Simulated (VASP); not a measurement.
Set up this calculation in VASP 6.6.1, as the native input.

```yaml
Task: single point
Functional: PBEsol
Potentials_or_basis: VASP PAW PBE potentials, release 64 (In_d, Pd)
Cutoff: 520 eV
k_mesh: 8 × 8 × 8
Occupations: fermi-dirac, width 0.05 eV
Spin: no spin polarisation
Ladder: free
Further_INCAR_settings: ALGO = Normal; EDIFF = 1e-07; NBANDS = 18
```

The structure of InPd lies in POSCAR:

```
InPd
1.0
    3.2718847800      0.0000000000      0.0000000000
    0.0000000000      3.2718847800      0.0000000000
    0.0000000000      0.0000000000      3.2718847800
In Pd
1 1
Direct
    0.0000000000      0.0000000000      0.0000000000
    0.5000000000      0.5000000000      0.5000000000
```

The cell comes from a database or a generator and needn't be the stable form of this composition.

These files were run (other wordings do the same):

INCAR

```
ALGO = Normal ; EDIFF = 1E-7
ENCUT = 520 ; GGA = PS
ISIF = 2 ; ISMEAR = -1
LASPH = T ; LCHARG = F
LREAL = F ; LWAVE = F
NBANDS = 18 ; NELM = 80
PREC = Accurate ; SIGMA = 0.05
```

KPOINTS

```
k-points
0
Gamma
  8 8 8
```

Potentials or basis: VASP PAW PBE potentials, release 64 (In_d, Pd).

Command:

```sh
$ cat potpaw_PBE.64/In_d/POTCAR potpaw_PBE.64/Pd/POTCAR > POTCAR
$ mpirun -np 1 vasp_std > vasp.out
```

Results of the run:

The pressure is -2.9 GPa and the band gap on the k mesh is none (metal or under the smearing width).

Caveat: the PAW data sets were made with another functional, which shifts forces and pressure a little.

It took 10 s on 1 thread of Intel(R) Xeon(R) 6975P-C (Granite Rapids), with other jobs on the host, peak memory 0.15 GiB.
